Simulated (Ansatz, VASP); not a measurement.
# TiCo: VASP beside Ansatz

```
CELL_PARAMETERS angstrom
3.24395 0.00000 0.00000
0.00000 3.24395 0.00000
0.00000 0.00000 2.53028
ATOMIC_POSITIONS crystal
Ti 0.00000 0.00000 0.00000
Co 0.50000 0.50000 0.50000
```

Alike in both runs: task single point; functional PBEsol; k mesh 18 × 18 × 18; occupations gaussian, width 0.15 eV; collinear spin.

|  | VASP | Ansatz |
| --- | --- | --- |
| version | VASP 6.6.1 | Ansatz 0.2.0 |
| potentials or method | VASP PAW PBE potentials, release 64 (Ti_sv, Co) | scalar-relativistic, plane waves, PAW |
| plane-wave cutoff (eV) | 520 | 420 |
| valence electrons in the cell | 21 | 29 |

VASP gave:

```
gap on the k mesh at the Fermi level (eV)       : none
pressure (GPa)                                  : -7.9
largest component of the traceless stress (GPa) : 20.54
net moment per atom (μB)                        : 0.00
```

**Question.** Estimate Ansatz's values.

**Answer.** gap on the k mesh at the Fermi level (eV): none; pressure (GPa): -7.6; largest component of the traceless stress (GPa): 20.73; net moment per atom (μB): 0.00.

A gap of «none» marks a metal or a gap that the smearing closes. The two sets of potentials don't hold the same shells in valence. Ansatz warned: «seeded_moment_not_kept».

Caveats: the PAW data sets were made with another functional, which shifts forces and pressure a little (VASP).
